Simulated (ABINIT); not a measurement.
ZnSe (Stilleite): single point with LDA

Crystal: ZnSe (Stilleite).

```
CELL_PARAMETERS angstrom
0.00000 2.63858 2.63858
2.63858 0.00000 2.63858
2.63858 2.63858 0.00000
ATOMIC_POSITIONS crystal
Se 0.75000 0.75000 0.75000
Zn 0.00000 0.00000 0.00000
```

The cell isn't the ideal one: cell relaxed.

```
Program             : ABINIT 10.8.3 (patched build)
Task                : single point
Functional          : LDA
Potentials or basis : HGH LDA
Cutoff              : 544 eV
k mesh              : 6 × 6 × 6
Occupations         : fermi-dirac, width 0.05 eV
Spin                : no spin polarisation
```

The band gap on the k mesh is 2.72 eV, indirect (least direct gap 3.00 eV) and the valence electrons inside the program's atomic spheres are Se 3.33; Zn 0.78.

Levels at points of the mesh, in eV from the valence-band top:
```tsv
k point	band 2	band 3	band 4	band 5	band 6	band 7
(0.00, 0.00, 0.00)	0.00	0.00	0.00	3.00	6.43	6.43
(0.50, 0.00, 0.00)	-6.21	-0.97	-0.97	3.51	6.80	6.80
(0.50, 0.50, 0.00)	-5.79	-2.57	-2.57	2.72	3.72	13.39
```

Run time: 2.8 s on 1 thread of Intel(R) Xeon(R) Platinum 8488C (Sapphire Rapids) (shared host), peak memory 0.07 GiB.

Caveat: HGH potentials are hard and often keep d shells in the core, so these values are rough. A k mesh can miss the band edges.
